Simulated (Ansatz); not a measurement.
# Sn: a two-dimensional strain map

Aim: for Sn, map the energy over biaxial and axial strain.

Computed with Ansatz 0.2.0 (DFT LDA, scalar-relativistic, plane waves, PAW, unless a step's input says otherwise).

1 further run of the same task is left out (set aside as unsound or not needed).

## (1) The starting structure

The structure is cubic, space group Im-3m (No. 229). The conventional cell has a = 3.789 Å, b = 3.789 Å, c = 3.789 Å, α = 90.00°, β = 90.00°, γ = 90.00°. Sn (site symmetry m-3m) has 8 Sn at 3.28 Å as nearest neighbours.

Coordinates:

```
CELL_PARAMETERS angstrom
-1.89465 1.89465 1.89465
1.89465 -1.89465 1.89465
1.89465 1.89465 -1.89465
ATOMIC_POSITIONS crystal
Sn 0.00000 0.00000 0.00000
```

It goes back to an entry of the Materials Project, which need not be the stable form.

No relaxation comes first: the listed cell is the starting point.

## (2) The reference cell

Reference values: F = -5879.4713 eV; pressure -3.23 GPa; largest force 0.000 eV/Å; gap on the mesh none (metal). It was computed beforehand with the settings of the runs below.

## (3) The scan: a two-dimensional strain map

The cell is strained by p along both x and y and by q along z, with fractional coordinates fixed.

## (4) p = -0.030, q = -0.030

File input.yaml:

```yaml
crystal:
  lattice:
    - [-1.8378122646, 1.8378122646, 1.8378122646]
    - [1.8378122646, -1.8378122646, 1.8378122646]
    - [1.8378122646, 1.8378122646, -1.8378122646]
  atoms:
    - { symbol: Sn, position: [0.0, 0.0, 0.0] }
basis:
  ecutwfc: 420
kpoints:
  mp_grid: { grid: [18, 18, 18] }
hamiltonian:
  xc: lda
scf:
  occupations: { method: gaussian, width: 0.15 }
output:
  forces: true
  stress: true
  eigenvalues: true
```

Launch:

```sh
> ansatz run input.yaml --threads 1 --pin off --max-ram 1228MiB --backend cpu --events-out ev --progress --plain --runs-dir out
```

The program printed, shortened:

```text
Warning: RAYON_NUM_THREADS=1 ignored (pool sized by the plan → 1); use --threads N
[...]
Pseudopotentials: kind: paw
Pseudopotential: Sn, paw, valence charge 14, recommended cutoff 420 eV (normal), Sn.paw.azcp
Functional definition: SPW92
[...]
Crystal: 1 atoms, lattice volume = 24.829 Å³
Basis set: ecut = 420 eV, 459 PW (Γ)
Bands: 11, of which v1, the nominal top of the filled ones, is band 7 counted from 1 (6 counted from 0)
Symmetry: 48 space group operations
Space group: Im-3m (ITA 229), of the structure as read, at distance tolerance 2.9e-5 Å
k-points: 195 of 5832
[...]
SCF iter   1: F=—  HF=-5879.488635 eV  |F-HF|=—  |Δ(HF+E_count)|=         —  Δρ=7.14e-3  dr2=5.68e-3  ethr=1.77e-3  ⟨swp⟩=5.0  Hψ=12578  notcnv=0
[...]
SCF iter   7: F=-5879.485558 eV  HF=-5879.485558 eV  |F-HF|=1.41e-8  |Δ(HF+E_count)|=   3.09e-7  Δρ=7.24e-6  dr2=1.09e-8  ethr=7.14e-10  ⟨swp⟩=3.6  Hψ=8709  notcnv=0
[...]
SCF converged after 7 iterations
Free energy (F): -5879.485558 eV
[...]
E sigma→0 (E₀):  -5879.481594 eV
Entropy (-TS):   -0.007929 eV (-7.929 meV/atom)
Fermi energy:    11.901778 eV
[...]
--- Forces (eV/Å), atoms counted from 1 ---
  atom   1  Sn    -0.00000000     0.00000000     0.00000000
[...]
--- Stress (GPa, compression-positive) ---
        1.736361       0.000000       0.000000
        0.000000       1.736361      -0.000000
        0.000000      -0.000000       1.736361
  P = ⅓ Tr σ = 1.7364 GPa (17.364 kbar)
--- Band table (eV; the first three rows and the last of 195) ---
  k-point 0: bands = ["-9.5990", "-9.5990", "-9.5990", "-9.4145", "-9.4145", "0.1072", "20.6009", "20.6009", "20.6009", "24.3082", "24.3082"]
[...]
```

Run time: 2.4 s. Hardware: 1 thread of an x86-64 CPU, shared host; peak memory 0.38 GiB.

## (5) p = -0.030, q = 0.000

File input.yaml:

```yaml
crystal:
  lattice:
    - [-1.8378122646, 1.8378122646, 1.8946518192]
    - [1.8378122646, -1.8378122646, 1.8946518192]
    - [1.8378122646, 1.8378122646, -1.8946518192]
  atoms:
    - { symbol: Sn, position: [0.0, 0.0, 0.0] }
basis:
  ecutwfc: 420
kpoints:
  mp_grid: { grid: [18, 18, 18] }
hamiltonian:
  xc: lda
scf:
  occupations: { method: gaussian, width: 0.15 }
output:
  forces: true
  stress: true
  eigenvalues: true
```

Launch:

```sh
> ansatz run input.yaml --threads 1 --pin off --max-ram 1228MiB --backend cpu --events-out ev --progress --plain --runs-dir out
```

The program printed, shortened:

```text
Warning: RAYON_NUM_THREADS=1 ignored (pool sized by the plan → 1); use --threads N
[...]
Pseudopotentials: kind: paw
Pseudopotential: Sn, paw, valence charge 14, recommended cutoff 420 eV (normal), Sn.paw.azcp
Functional definition: SPW92
[...]
Crystal: 1 atoms, lattice volume = 25.597 Å³
Basis set: ecut = 420 eV, 499 PW (Γ)
Bands: 11, of which v1, the nominal top of the filled ones, is band 7 counted from 1 (6 counted from 0)
Symmetry: 16 space group operations
Space group: I4/mmm (ITA 139), of the structure as read, at distance tolerance 2.9e-5 Å
k-points: 480 of 5832
[...]
SCF iter   1: F=—  HF=-5879.493740 eV  |F-HF|=—  |Δ(HF+E_count)|=         —  Δρ=7.02e-3  dr2=5.65e-3  ethr=1.77e-3  ⟨swp⟩=5.0  Hψ=30968  notcnv=0
[...]
SCF iter   7: F=-5879.490630 eV  HF=-5879.490630 eV  |F-HF|=9.48e-9  |Δ(HF+E_count)|=   2.00e-7  Δρ=5.50e-6  dr2=7.88e-9  ethr=7.14e-10  ⟨swp⟩=3.2  Hψ=20985  notcnv=0
[...]
SCF converged after 7 iterations
Free energy (F): -5879.490630 eV
[...]
E sigma→0 (E₀):  -5879.487241 eV
Entropy (-TS):   -0.006779 eV (-6.779 meV/atom)
Fermi energy:    11.428773 eV
[...]
--- Forces (eV/Å), atoms counted from 1 ---
  atom   1  Sn    -0.00000000     0.00000000     0.00000000
[...]
--- Stress (GPa, compression-positive) ---
       -0.390911       0.000000       0.000000
        0.000000      -0.390911      -0.000000
        0.000000      -0.000000       0.285671
  P = ⅓ Tr σ = -0.1654 GPa (-1.654 kbar)
--- Band table (eV; the first three rows and the last of 480) ---
  k-point 0: bands = ["-10.0585", "-10.0585", "-10.0494", "-9.8976", "-9.8786", "-0.1385", "19.6947", "19.8620", "19.8620", "23.5057", "23.9333"]
[...]
```

Wall time 6.1 s (1 thread of an x86-64 CPU, shared host); peak memory 0.46 GiB.

## (6) At p = -0.030, q = 0.030

File input.yaml:

```yaml
crystal:
  lattice:
    - [-1.8378122646, 1.8378122646, 1.9514913738]
    - [1.8378122646, -1.8378122646, 1.9514913738]
    - [1.8378122646, 1.8378122646, -1.9514913738]
  atoms:
    - { symbol: Sn, position: [0.0, 0.0, 0.0] }
basis:
  ecutwfc: 420
kpoints:
  mp_grid: { grid: [18, 18, 18] }
hamiltonian:
  xc: lda
scf:
  occupations: { method: gaussian, width: 0.15 }
output:
  forces: true
  stress: true
  eigenvalues: true
```

Launch:

```sh
> ansatz run input.yaml --threads 1 --pin off --max-ram 1228MiB --backend cpu --events-out ev --progress --plain --runs-dir out
```

The program printed, shortened:

```text
[...]
SCF converged after 7 iterations
Free energy (F): -5879.488251 eV
[...]
E sigma→0 (E₀):  -5879.485533 eV
Entropy (-TS):   -0.005437 eV (-5.437 meV/atom)
Fermi energy:    10.980112 eV
[...]
--- Forces (eV/Å), atoms counted from 1 ---
  atom   1  Sn    -0.00000000     0.00000000     0.00000000
[...]
--- Stress (GPa, compression-positive) ---
       -2.029225       0.000000       0.000000
        0.000000      -2.029225       0.000000
       -0.000000       0.000000      -1.281768
  P = ⅓ Tr σ = -1.7801 GPa (-17.801 kbar)
--- Band table (eV; the first three rows and the last of 480) ---
  k-point 0: bands = ["-10.4936", "-10.4936", "-10.4770", "-10.3538", "-10.3225", "-0.3714", "18.8735", "19.1340", "19.1340", "22.7757", "23.6171"]
[...]
```

It took 5.7 s on 1 thread of an x86-64 CPU, shared host; peak memory 0.47 GiB.

## (7) Point p = 0.000, q = -0.030

File input.yaml:

```yaml
crystal:
  lattice:
    - [-1.8946518192, 1.8946518192, 1.8378122646]
    - [1.8946518192, -1.8946518192, 1.8378122646]
    - [1.8946518192, 1.8946518192, -1.8378122646]
  atoms:
    - { symbol: Sn, position: [0.0, 0.0, 0.0] }
basis:
  ecutwfc: 420
kpoints:
  mp_grid: { grid: [18, 18, 18] }
hamiltonian:
  xc: lda
scf:
  occupations: { method: gaussian, width: 0.15 }
output:
  forces: true
  stress: true
  eigenvalues: true
```

Launch:

```sh
> ansatz run input.yaml --threads 1 --pin off --max-ram 1228MiB --backend cpu --events-out ev --progress --plain --runs-dir out
```

The program printed, shortened:

```text
Warning: RAYON_NUM_THREADS=1 ignored (pool sized by the plan → 1); use --threads N
[...]
Pseudopotentials: kind: paw
Pseudopotential: Sn, paw, valence charge 14, recommended cutoff 420 eV (normal), Sn.paw.azcp
Functional definition: SPW92
[...]
Crystal: 1 atoms, lattice volume = 26.389 Å³
Basis set: ecut = 420 eV, 531 PW (Γ)
Bands: 11, of which v1, the nominal top of the filled ones, is band 7 counted from 1 (6 counted from 0)
Symmetry: 16 space group operations
Space group: I4/mmm (ITA 139), of the structure as read, at distance tolerance 3.0e-5 Å
k-points: 480 of 5832
[...]
SCF iter   1: F=—  HF=-5879.489155 eV  |F-HF|=—  |Δ(HF+E_count)|=         —  Δρ=6.85e-3  dr2=5.56e-3  ethr=1.77e-3  ⟨swp⟩=5.0  Hψ=30793  notcnv=0
[...]
SCF iter   6: F=-5879.485997 eV  HF=-5879.485997 eV  |F-HF|=3.30e-8  |Δ(HF+E_count)|=   1.66e-6  Δρ=1.61e-5  dr2=8.24e-8  ethr=7.14e-10  ⟨swp⟩=4.2  Hψ=24644  notcnv=0
[...]
SCF converged after 6 iterations
Free energy (F): -5879.485997 eV
[...]
E sigma→0 (E₀):  -5879.482821 eV
Entropy (-TS):   -0.006352 eV (-6.352 meV/atom)
Fermi energy:    10.946827 eV
[...]
--- Forces (eV/Å), atoms counted from 1 ---
  atom   1  Sn    -0.00000000    -0.00000000     0.00000000
[...]
--- Stress (GPa, compression-positive) ---
       -1.552120       0.000000       0.000000
        0.000000      -1.552120       0.000000
       -0.000000      -0.000000      -2.387039
  P = ⅓ Tr σ = -1.8304 GPa (-18.304 kbar)
--- Band table (eV; the first three rows and the last of 480) ---
  k-point 0: bands = ["-10.5087", "-10.5001", "-10.5001", "-10.3594", "-10.3407", "-0.3776", "18.9702", "18.9702", "19.1901", "23.1323", "23.1323"]
[...]
```

It took 5.3 s on 1 thread of an x86-64 CPU, shared host; peak memory 0.46 GiB.

## (8) p = 0.000, q = 0.030

File input.yaml:

```yaml
crystal:
  lattice:
    - [-1.8946518192, 1.8946518192, 1.9514913738]
    - [1.8946518192, -1.8946518192, 1.9514913738]
    - [1.8946518192, 1.8946518192, -1.9514913738]
  atoms:
    - { symbol: Sn, position: [0.0, 0.0, 0.0] }
basis:
  ecutwfc: 420
kpoints:
  mp_grid: { grid: [18, 18, 18] }
hamiltonian:
  xc: lda
scf:
  occupations: { method: gaussian, width: 0.15 }
output:
  forces: true
  stress: true
  eigenvalues: true
```

Launch:

```sh
> ansatz run input.yaml --threads 1 --pin off --max-ram 1228MiB --backend cpu --events-out ev --progress --plain --runs-dir out
```

The program printed, shortened:

```text
[...]
SCF converged after 7 iterations
Free energy (F): -5879.452957 eV
[...]
E sigma→0 (E₀):  -5879.449919 eV
Entropy (-TS):   -0.006077 eV (-6.077 meV/atom)
Fermi energy:    10.066237 eV
[...]
--- Forces (eV/Å), atoms counted from 1 ---
  atom   1  Sn    -0.00000000     0.00000000    -0.00000000
[...]
--- Stress (GPa, compression-positive) ---
       -4.628268       0.000000       0.000000
        0.000000      -4.628268       0.000000
        0.000000       0.000000      -4.034002
  P = ⅓ Tr σ = -4.4302 GPa (-44.302 kbar)
--- Band table (eV; the first three rows and the last of 480) ---
  k-point 0: bands = ["-11.3552", "-11.3552", "-11.3492", "-11.2328", "-11.2184", "-0.8304", "17.5189", "17.6547", "17.6547", "21.9894", "22.3747"]
[...]
```

Run time: 5.8 s. Hardware: 1 thread of an x86-64 CPU, shared host; peak memory 0.47 GiB.

## (9) Point p = 0.030, q = -0.030

File input.yaml:

```yaml
crystal:
  lattice:
    - [-1.9514913738, 1.9514913738, 1.8378122646]
    - [1.9514913738, -1.9514913738, 1.8378122646]
    - [1.9514913738, 1.9514913738, -1.8378122646]
  atoms:
    - { symbol: Sn, position: [0.0, 0.0, 0.0] }
basis:
  ecutwfc: 420
kpoints:
  mp_grid: { grid: [18, 18, 18] }
hamiltonian:
  xc: lda
scf:
  occupations: { method: gaussian, width: 0.15 }
output:
  forces: true
  stress: true
  eigenvalues: true
```

Launch:

```sh
> ansatz run input.yaml --threads 1 --pin off --max-ram 1228MiB --backend cpu --events-out ev --progress --plain --runs-dir out
```

The program printed, shortened:

```text
[...]
SCF converged after 7 iterations
Free energy (F): -5879.456659 eV
[...]
E sigma→0 (E₀):  -5879.453592 eV
Entropy (-TS):   -0.006135 eV (-6.135 meV/atom)
Fermi energy:    10.080610 eV
[...]
--- Forces (eV/Å), atoms counted from 1 ---
  atom   1  Sn    -0.00000000     0.00000000    -0.00000000
[...]
--- Stress (GPa, compression-positive) ---
       -4.126374       0.000000       0.000000
        0.000000      -4.126374      -0.000000
        0.000000      -0.000000      -4.986260
  P = ⅓ Tr σ = -4.4130 GPa (-44.130 kbar)
--- Band table (eV; the first three rows and the last of 480) ---
  k-point 0: bands = ["-11.3507", "-11.3345", "-11.3345", "-11.2297", "-11.2005", "-0.8253", "17.4619", "17.4619", "17.9038", "21.8941", "22.0921"]
[...]
```

It took 6.1 s on 1 thread of an x86-64 CPU, shared host; peak memory 0.48 GiB.

## (10) At p = 0.030, q = 0.000

File input.yaml:

```yaml
crystal:
  lattice:
    - [-1.9514913738, 1.9514913738, 1.8946518192]
    - [1.9514913738, -1.9514913738, 1.8946518192]
    - [1.9514913738, 1.9514913738, -1.8946518192]
  atoms:
    - { symbol: Sn, position: [0.0, 0.0, 0.0] }
basis:
  ecutwfc: 420
kpoints:
  mp_grid: { grid: [18, 18, 18] }
hamiltonian:
  xc: lda
scf:
  occupations: { method: gaussian, width: 0.15 }
output:
  forces: true
  stress: true
  eigenvalues: true
```

Launch:

```sh
> ansatz run input.yaml --threads 1 --pin off --max-ram 1228MiB --backend cpu --events-out ev --progress --plain --runs-dir out
```

The program printed, shortened:

```text
Warning: RAYON_NUM_THREADS=1 ignored (pool sized by the plan → 1); use --threads N
[...]
Pseudopotentials: kind: paw
Pseudopotential: Sn, paw, valence charge 14, recommended cutoff 420 eV (normal), Sn.paw.azcp
Functional definition: SPW92
[...]
Crystal: 1 atoms, lattice volume = 28.862 Å³
Basis set: ecut = 420 eV, 571 PW (Γ)
Bands: 11, of which v1, the nominal top of the filled ones, is band 7 counted from 1 (6 counted from 0)
Symmetry: 16 space group operations
Space group: I4/mmm (ITA 139), of the structure as read, at distance tolerance 3.1e-5 Å
k-points: 480 of 5832
[...]
SCF iter   1: F=—  HF=-5879.430219 eV  |F-HF|=—  |Δ(HF+E_count)|=         —  Δρ=6.60e-3  dr2=5.71e-3  ethr=1.77e-3  ⟨swp⟩=5.0  Hψ=30406  notcnv=0
[...]
SCF iter   7: F=-5879.427109 eV  HF=-5879.427109 eV  |F-HF|=1.47e-8  |Δ(HF+E_count)|=   2.44e-7  Δρ=5.90e-6  dr2=1.24e-8  ethr=7.14e-10  ⟨swp⟩=6.3  Hψ=25272  notcnv=0
[...]
SCF converged after 7 iterations
Free energy (F): -5879.427109 eV
[...]
E sigma→0 (E₀):  -5879.424105 eV
Entropy (-TS):   -0.006007 eV (-6.007 meV/atom)
Fermi energy:    9.642348 eV
[...]
--- Forces (eV/Å), atoms counted from 1 ---
  atom   1  Sn    -0.00000000     0.00000000     0.00000000
[...]
--- Stress (GPa, compression-positive) ---
       -5.250944      -0.000000      -0.000000
       -0.000000      -5.250944       0.000000
       -0.000000       0.000000      -5.883790
  P = ⅓ Tr σ = -5.4619 GPa (-54.619 kbar)
--- Band table (eV; the first three rows and the last of 480) ---
  k-point 0: bands = ["-11.7627", "-11.7567", "-11.7567", "-11.6490", "-11.6353", "-1.0454", "16.8735", "16.8735", "17.0498", "21.6378", "21.6428"]
[...]
```

Run time: 6.8 s. Hardware: 1 thread of an x86-64 CPU, shared host; peak memory 0.47 GiB.

## (11) p = 0.030, q = 0.030

File input.yaml:

```yaml
crystal:
  lattice:
    - [-1.9514913738, 1.9514913738, 1.9514913738]
    - [1.9514913738, -1.9514913738, 1.9514913738]
    - [1.9514913738, 1.9514913738, -1.9514913738]
  atoms:
    - { symbol: Sn, position: [0.0, 0.0, 0.0] }
basis:
  ecutwfc: 420
kpoints:
  mp_grid: { grid: [18, 18, 18] }
hamiltonian:
  xc: lda
scf:
  occupations: { method: gaussian, width: 0.15 }
output:
  forces: true
  stress: true
  eigenvalues: true
```

Launch:

```sh
> ansatz run input.yaml --threads 1 --pin off --max-ram 1228MiB --backend cpu --events-out ev --progress --plain --runs-dir out
```

The program printed, shortened:

```text
Warning: RAYON_NUM_THREADS=1 ignored (pool sized by the plan → 1); use --threads N
[...]
Pseudopotentials: kind: paw
Pseudopotential: Sn, paw, valence charge 14, recommended cutoff 420 eV (normal), Sn.paw.azcp
Functional definition: SPW92
[...]
Crystal: 1 atoms, lattice volume = 29.728 Å³
Basis set: ecut = 420 eV, 603 PW (Γ)
Bands: 11, of which v1, the nominal top of the filled ones, is band 7 counted from 1 (6 counted from 0)
Symmetry: 48 space group operations
Space group: Im-3m (ITA 229), of the structure as read, at distance tolerance 3.1e-5 Å
k-points: 195 of 5832
[...]
SCF iter   1: F=—  HF=-5879.397038 eV  |F-HF|=—  |Δ(HF+E_count)|=         —  Δρ=6.41e-3  dr2=5.61e-3  ethr=1.77e-3  ⟨swp⟩=5.0  Hψ=12411  notcnv=0
[...]
SCF iter   7: F=-5879.393914 eV  HF=-5879.393914 eV  |F-HF|=1.50e-8  |Δ(HF+E_count)|=   2.42e-7  Δρ=5.92e-6  dr2=1.26e-8  ethr=7.14e-10  ⟨swp⟩=6.3  Hψ=10262  notcnv=0
[...]
SCF converged after 7 iterations
Free energy (F): -5879.393914 eV
[...]
E sigma→0 (E₀):  -5879.390803 eV
Entropy (-TS):   -0.006222 eV (-6.222 meV/atom)
Fermi energy:    9.239885 eV
[...]
--- Forces (eV/Å), atoms counted from 1 ---
  atom   1  Sn    -0.00000000     0.00000000     0.00000000
[...]
--- Stress (GPa, compression-positive) ---
       -6.324099      -0.000000       0.000000
        0.000000      -6.324099      -0.000000
       -0.000000       0.000000      -6.324099
  P = ⅓ Tr σ = -6.3241 GPa (-63.241 kbar)
--- Band table (eV; the first three rows and the last of 195) ---
  k-point 0: bands = ["-12.1549", "-12.1549", "-12.1549", "-12.0478", "-12.0478", "-1.2547", "16.2803", "16.2803", "16.2803", "21.2648", "21.2648"]
[...]
```

Run time: 2.6 s. Hardware: 1 thread of an x86-64 CPU, shared host; peak memory 0.39 GiB.

## (12) p = -0.030, q = -0.015

File input.yaml:

```yaml
crystal:
  lattice:
    - [-1.8378122646, 1.8378122646, 1.8662320419]
    - [1.8378122646, -1.8378122646, 1.8662320419]
    - [1.8378122646, 1.8378122646, -1.8662320419]
  atoms:
    - { symbol: Sn, position: [0.0, 0.0, 0.0] }
basis:
  ecutwfc: 420
kpoints:
  mp_grid: { grid: [18, 18, 18] }
hamiltonian:
  xc: lda
scf:
  occupations: { method: gaussian, width: 0.15 }
output:
  forces: true
  stress: true
  eigenvalues: true
```

Launch:

```sh
> ansatz run input.yaml --threads 1 --pin off --max-ram 1228MiB --backend cpu --events-out ev --progress --plain --runs-dir out
```

The program printed, shortened:

```text
[...]
SCF converged after 7 iterations
Free energy (F): -5879.488962 eV
[...]
E sigma→0 (E₀):  -5879.485183 eV
Entropy (-TS):   -0.007556 eV (-7.556 meV/atom)
Fermi energy:    11.657831 eV
[...]
--- Forces (eV/Å), atoms counted from 1 ---
  atom   1  Sn    -0.00000000     0.00000000    -0.00000000
[...]
--- Stress (GPa, compression-positive) ---
        0.574415      -0.000000       0.000000
       -0.000000       0.574415      -0.000000
        0.000000       0.000000       1.085527
  P = ⅓ Tr σ = 0.7448 GPa (7.448 kbar)
--- Band table (eV; the first three rows and the last of 480) ---
  k-point 0: bands = ["-9.8320", "-9.8320", "-9.8273", "-9.6596", "-9.6491", "-0.0173", "20.1362", "20.2311", "20.2311", "23.8997", "24.1103"]
[...]
```

Run time: 5.8 s. Hardware: 1 thread of an x86-64 CPU, shared host; peak memory 0.47 GiB.

## (13) Point p = -0.030, q = 0.015

File input.yaml:

```yaml
crystal:
  lattice:
    - [-1.8378122646, 1.8378122646, 1.9230715965]
    - [1.8378122646, -1.8378122646, 1.9230715965]
    - [1.8378122646, 1.8378122646, -1.9230715965]
  atoms:
    - { symbol: Sn, position: [0.0, 0.0, 0.0] }
basis:
  ecutwfc: 420
kpoints:
  mp_grid: { grid: [18, 18, 18] }
hamiltonian:
  xc: lda
scf:
  occupations: { method: gaussian, width: 0.15 }
output:
  forces: true
  stress: true
  eigenvalues: true
```

Launch:

```sh
> ansatz run input.yaml --threads 1 --pin off --max-ram 1228MiB --backend cpu --events-out ev --progress --plain --runs-dir out
```

The program printed, shortened:

```text
Warning: RAYON_NUM_THREADS=1 ignored (pool sized by the plan → 1); use --threads N
[...]
Pseudopotentials: kind: paw
Pseudopotential: Sn, paw, valence charge 14, recommended cutoff 420 eV (normal), Sn.paw.azcp
Functional definition: SPW92
[...]
Crystal: 1 atoms, lattice volume = 25.981 Å³
Basis set: ecut = 420 eV, 523 PW (Γ)
Bands: 11, of which v1, the nominal top of the filled ones, is band 7 counted from 1 (6 counted from 0)
Symmetry: 16 space group operations
Space group: I4/mmm (ITA 139), of the structure as read, at distance tolerance 3.0e-5 Å
k-points: 480 of 5832
[...]
SCF iter   1: F=—  HF=-5879.493491 eV  |F-HF|=—  |Δ(HF+E_count)|=         —  Δρ=6.93e-3  dr2=5.58e-3  ethr=1.77e-3  ⟨swp⟩=5.0  Hψ=30981  notcnv=0
[...]
SCF iter   7: F=-5879.490368 eV  HF=-5879.490368 eV  |F-HF|=9.02e-9  |Δ(HF+E_count)|=   9.86e-8  Δρ=5.30e-6  dr2=8.59e-9  ethr=7.14e-10  ⟨swp⟩=4.9  Hψ=18790  notcnv=0
[...]
SCF converged after 7 iterations
Free energy (F): -5879.490368 eV
[...]
E sigma→0 (E₀):  -5879.487348 eV
Entropy (-TS):   -0.006039 eV (-6.039 meV/atom)
Fermi energy:    11.203875 eV
[...]
--- Forces (eV/Å), atoms counted from 1 ---
  atom   1  Sn    -0.00000000     0.00000000     0.00000000
[...]
--- Stress (GPa, compression-positive) ---
       -1.257341       0.000000       0.000000
        0.000000      -1.257341       0.000000
       -0.000000      -0.000000      -0.491993
  P = ⅓ Tr σ = -1.0022 GPa (-10.022 kbar)
--- Band table (eV; the first three rows and the last of 480) ---
  k-point 0: bands = ["-10.2790", "-10.2790", "-10.2659", "-10.1289", "-10.1030", "-0.2565", "19.2740", "19.4957", "19.4957", "23.1319", "23.7687"]
[...]
```

Wall time 6.6 s (1 thread of an x86-64 CPU, shared host); peak memory 0.46 GiB.

## (14) Results of the scan

Energy above the undisturbed cell in meV/atom; points alike by symmetry are filled in, and a dash was not computed:

```csv
p \ q,-0.030,-0.015,0.000,0.015,0.030
-0.030,-14.2,-17.6,-19.3,-19.1,-16.9
-0.015,–,–,–,–,–
0.000,-14.7,–,0.0,–,18.4
0.015,–,–,–,–,–
0.030,14.7,–,44.2,–,77.4
```

Pressure in GPa:

```csv
p \ q,-0.030,-0.015,0.000,0.015,0.030
-0.030,1.7,0.7,-0.2,-1.0,-1.8
-0.015,–,–,–,–,–
0.000,-1.8,–,-3.2,–,-4.4
0.015,–,–,–,–,–
0.030,-4.4,–,-5.5,–,-6.3
```

## (15) Summary of results

| quantity | value |
| --- | --- |
| highest point | 77.4 meV/atom at (p, q) = (0.030, 0.030) |
| lowest point away from the origin | -19.3 meV/atom at (-0.030, 0.000) |

**Reading.** Of the points run, the lowest is (-0.030, 0.000), 19.3 meV/atom below the undisturbed cell, which was taken as given and not relaxed at this level. At |p| = |q| = 0.030, points where p and q have the same sign cost 31.6 meV/atom on average, those of opposite sign -1.1: stretching in the plane is cheaper with a contraction along z.
